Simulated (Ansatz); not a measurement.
PtS2:

```
Pt S
1.0
     3.54320    0.00000    0.00000
    -1.77160    3.06850    0.00000
     0.00000    0.00000    5.03880
Pt S
1 2
Direct
  0.00000 0.00000 0.00000
  0.66667 0.33333 0.77300
  0.33333 0.66667 0.22700
```

Base run:

| Item | Value |
| --- | --- |
| Program | Ansatz 0.2.0 |
| Functional | PBE |
| Potentials or basis | Ansatz PAW |
| Cutoff | 420 eV (not typed: the program's choice for these potentials) |
| k mesh | 9 × 9 × 5 |
| Occupations | fermi-dirac, width 0.05 eV |
| Spin | no spin polarisation |
| Hubbard terms | Pt d U = 8 eV |

Its results: band gap on the k mesh 0.81 eV, indirect (least direct gap 0.97 eV); pressure 12.8 GPa; largest force 1.457 eV/Å.

**Question.** The run is repeated on the same cell with these changes: hubbard terms from Pt d U = 8 eV to Pt d U = 5 eV. What comes out?

**Answer.** Band gap on the k mesh 0.92 eV, indirect (least direct gap 1.03 eV); pressure 12.3 GPa; largest force 1.385 eV/Å.

Caveats: spin-orbit coupling is left out, which moves the levels of the heavy elements; forces of over 1 eV/Å show positions far from the minimum, so gaps and moduli don't describe the material at rest.

A k mesh can miss the band edges.
